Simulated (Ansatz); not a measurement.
Crystal: KCl (Sylvite).

```
CELL_PARAMETERS angstrom
0.00000 3.14647 3.14647
3.14647 0.00000 3.14647
3.14647 3.14647 0.00000
ATOMIC_POSITIONS crystal
K 0.00000 0.00000 0.00000
Cl 0.50000 0.50000 0.50000
```

Base run:

* Program: Ansatz 0.2.0
* Functional: PBE
* Potentials or basis: all-electron LAPW, scalar-relativistic
* Cutoff: 139 eV (chosen from the basis error)
* Basis error allowed: 0.001 eV/atom
* k mesh: 7 × 7 × 7
* Occupations: gaussian, width 0.02 eV
* Spin: no spin polarisation

Its results: band gap on the k mesh 5.19 eV, direct; pressure 0.8 GPa.

Task: The run is repeated on the same cell with these changes: functional from PBE to LDA; occupations from gaussian, width 0.02 eV to fermi-dirac, width 0.05 eV. What comes out?

Result: Band gap on the k mesh 4.74 eV, direct; pressure -2.0 GPa.

Caveats: an odd mesh through Γ misses points on the zone boundary, where band edges often lie (some runs).
